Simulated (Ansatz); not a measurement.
All-electron card of ZrN

```yaml
crystal:
  lattice:
    - [0.00000, 2.28423, 2.28423]
    - [2.28423, 0.00000, 2.28423]
    - [2.28423, 2.28423, 0.00000]
  atoms:
    - { symbol: Zr, position: [0.00000, 0.00000, 0.00000] }
    - { symbol: N, position: [0.50000, 0.50000, 0.50000] }
```

Atoms are numbered in the order listed.

The geometry is COD entry 4303945, unchecked; take it as a test cell.

Spin polarisation is left out, and whether a magnetic state lies lower isn't shown here.

Levels of theory: DFT, LDA, all-electron LAPW, scalar-relativistic (Ansatz 0.2.0); DFT, LDA, PAW with Ansatz's default frozen-core files, scalar-relativistic (Ansatz 0.2.0).

For LAPW: a Γ-centred 9×9×9 k mesh, Fermi–Dirac smearing of 0.03 eV, basis error target 0.25 meV/atom, no spin polarisation. PAW takes a cutoff of 420 eV at this cell (files made with PBE, cores remade for this functional). The Ansatz runs share mesh, smearing and spin set-up. Values come from LAPW unless marked.

- Löwdin charges (with 0.06 e of the cell spilling out of the atomic basis, so their sizes and signs hang on that basis): Zr1 0.77, N2 -0.71 e
- Pressure at this cell: -7.65 GPa
- Volume per atom: 11.92 Å³

(1) Give the computed value. Density of states at the Fermi level (0.2 eV bin).

(2) Bader charges (from the PAW run): what does the calculation give?

(3) Predict this quantity. Band gap.

## Answers

(1) 0.70 states/eV per cell.

(2) Zr1 +1.85, N2 -1.85 e.

(3) none: with an odd electron count and no spin polarisation the bands can't all be full, a metal in this set-up (spin order or a larger cell could open a gap).
